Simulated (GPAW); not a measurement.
Write an ASE script for GPAW 26.7.0 that does the following.

- Task: band structure
- Functional: BLYP
- Potentials or basis: PAW data sets generated in the run's folder for this functional
- Cutoff: 600 eV
- Basis: pw
- k mesh: 12 × 12 × 12
- Occupations: fermi-dirac, width 0.05 eV
- Spin: no spin polarisation
- Eigensolver: davidson
- Maxiter: 150
- Band path: GXWKGLUWLK,UX
- Band points: 60

The structure of Ir lies in Ir.xyz:

```xyz
1
Lattice="0.0000000000 1.9156000000 1.9156000000 1.9156000000 0.0000000000 1.9156000000 1.9156000000 1.9156000000 0.0000000000" Properties=species:S:1:pos:R:3 pbc="T T T"
Ir     0.0000000000      0.0000000000      0.0000000000
```

One way to write it, as run:

run.py

```python
from ase.dft.bandgap import bandgap
from ase.io import read, write
from ase.units import GPa
from gpaw import GPAW, PW, setup_paths

setup_paths.insert(0, '.')

atoms = read('Ir.xyz')

calc = GPAW(mode=PW(600),
            xc='BLYP',
            kpts={'size': (12, 12, 12), 'gamma': True},
            occupations={'name': 'fermi-dirac', 'width': 0.05},
            nbands=16,
            convergence={'density': 1e-05, 'energy': 1e-05},
            eigensolver='davidson',
            maxiter=150,
            txt='gpaw.txt')
atoms.calc = calc
energy = atoms.get_potential_energy()
forces = atoms.get_forces()
stress = atoms.get_stress()
calc.write('gs.gpw')
write('result.traj', atoms)
print(f'Energy: {energy:.6f} eV')
print('Forces (eV/A):')
print(forces.round(4))
print('Stress (GPa):', (stress / GPa).round(3))
print('Fermi level:', round(calc.get_fermi_level(), 4), 'eV')
print(f'Gap: {bandgap(calc)[0]:.4f} eV, direct: {bandgap(calc, direct=True)[0]:.4f} eV')

path = atoms.cell.bandpath('GXWKGLUWLK,UX', npoints=60, eps=1e-4)
bs_calc = calc.fixed_density(kpts=path, symmetry='off', nbands=24,
                             convergence={'bands': 'CBM+6.0', 'eigenstates': 1e-6}, txt='bands.txt')
bs = bs_calc.band_structure()
bs.write('bs.json')
print(f'Gap on the path: {bandgap(bs_calc)[0]:.4f} eV')
```

Potentials or basis: PAW data sets generated in the run's folder for this functional, pw.

The run is started by

```sh
$ gpaw-setup -f BLYP Ir
$ OMP_NUM_THREADS=1 python run.py
```

Results of the run:

* Pressure: 26.1 GPa
* Band gap along the path: none (metal or under the smearing width)

Caveat: so large a pressure means that the cell lies far from this level's equilibrium, or that cutoff or potentials fall short; spin-orbit coupling is left out, which moves the levels of the heavy elements.

It took 15 s on 1 thread of Intel(R) Xeon(R) Platinum 8488C (Sapphire Rapids) (shared host), peak memory 0.16 GiB.
